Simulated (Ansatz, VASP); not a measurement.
**Ce: VASP beside Ansatz**

```xyz
1
Lattice="0.0000 2.3775 2.3775 2.3775 0.0000 2.3775 2.3775 2.3775 0.0000" Properties=species:S:1:pos:R:3 pbc="T T T"
Ce    0.0000    0.0000    0.0000
```

Alike in both runs: task single point; functional PBE; k mesh 15 × 15 × 15; occupations fermi-dirac, width 0.1 eV; no spin polarisation.

```csv
,VASP,Ansatz
version,VASP 6.6.1,Ansatz 0.2.0
potentials or method,"VASP PAW PBE potentials, release 64 (Ce)","plane waves (420 eV) with PAW, scalar-relativistic"
plane-wave cutoff (eV),520,420
valence electrons in the cell,12,12
```

VASP gave:

- pressure (GPa): -0.3

**Question.** What did Ansatz give for the same quantities?

**Answer.** Pressure (GPa): -0.1.

Spin-orbit coupling is left out, which matters for the levels of Ce. Spin polarisation is off, so any magnetic state and its effect on volume and gap are missing.
